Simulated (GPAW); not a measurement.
**Fitting the BLYP+D3(BJ) energy curve of Sn**

```cif
data_structure
_symmetry_space_group_name_H-M 'P 1'
_symmetry_Int_Tables_number 1
_cell_length_a 4.5726
_cell_length_b 4.5726
_cell_length_c 4.5726
_cell_angle_alpha 60.000
_cell_angle_beta 60.000
_cell_angle_gamma 60.000
_cell_volume 67.61
loop_
_atom_site_label
_atom_site_type_symbol
_atom_site_fract_x
_atom_site_fract_y
_atom_site_fract_z
_atom_site_occupancy
Sn1 Sn 0.75000 0.75000 0.75000 1
Sn2 Sn 0.50000 0.50000 0.50000 1
```

This isn't the form of Sn at room conditions, which is tetragonal (white tin).

The cell was scaled at fixed shape and fractions and run with GPAW, PAW data sets generated for this functional, cutoff 600 eV; BLYP+D3(BJ), k mesh 6 × 6 × 6 on the cell of 2 atoms, fermi-dirac occupations of 0.05 eV, no spin polarisation, no spin-orbit coupling. Energies are those that the program minimises, any entropy of the smearing included. For a metal such a mesh isn't converged to the digits shown.

```csv
V (Å³/atom),energy over the lowest row (meV/atom)
31.7748,59.72
32.4509,?
33.1269,22.69
33.8030,11.34
34.4791,4.08
35.1551,0.45
35.8312,0.00
```

Question: Fit the third-order Birch-Murnaghan form, give V0, B0 and B′, and predict the energy left open.

Answer: With y = (V0/V)^(2/3), E = E0 + (9 V0 B0/16) [(y - 1)³ B′ + (y - 1)² (6 - 4y)]. Least squares through the rows shown give V0 = 35.5882 Å³/atom, E0 = -0.19 meV, B0 = 37.05 GPa (1 eV/Å³ = 160.218 GPa) and B′ = 5.29, with a largest miss of 0.01 meV. At V = 32.4509 the form with these constants gives 38.62 meV; the run gave 38.61 meV an atom. Measured volume: 34.16 Å³/atom (arxiv:1703.07488), so the fit lies +4.2 % from it. The runs are for a static lattice.
